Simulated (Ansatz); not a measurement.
Start from ZnTe in the zinc blende structure (space group F-43m, No. 216; a = 6.1791 Å). Axes: x, y, z lie along the cube axes.

The values are results of PBE, PAW, 420 eV (Ansatz, a first-principles code; no spin-orbit coupling), not measurements.

Base values:

* **Band gap**: 1.08 eV
* **Valence-band top at Γ**: 0.00, 0.00, 0.00 eV
* **Shortest interatomic distance**: 2.676 Å

It is then changed as follows: a free-standing slab of 3 layers (6 atoms, 2 a layer) is cut normal to [110], with 15 Å of vacuum and the in-plane cell held at bulk.

Problem. What happens to the band gap?

Solution. The band gap grows by 0.626 eV, from 1.08 eV to 1.70 eV.

Problem. Predict the new valence-band top at Γ.

Solution. The valence-band top at Γ (three highest levels, from the VBM) changes from 0.00, 0.00, 0.00 eV to 0.00, -0.61, -0.69 eV.

Problem. How does this affect the shortest interatomic distance?

Solution. The shortest interatomic distance decreases by 0.064 Å to 2.612 Å.

With Te present, leaving out spin-orbit coupling can change the band edges. Whether these cells are dynamically stable was not tested.
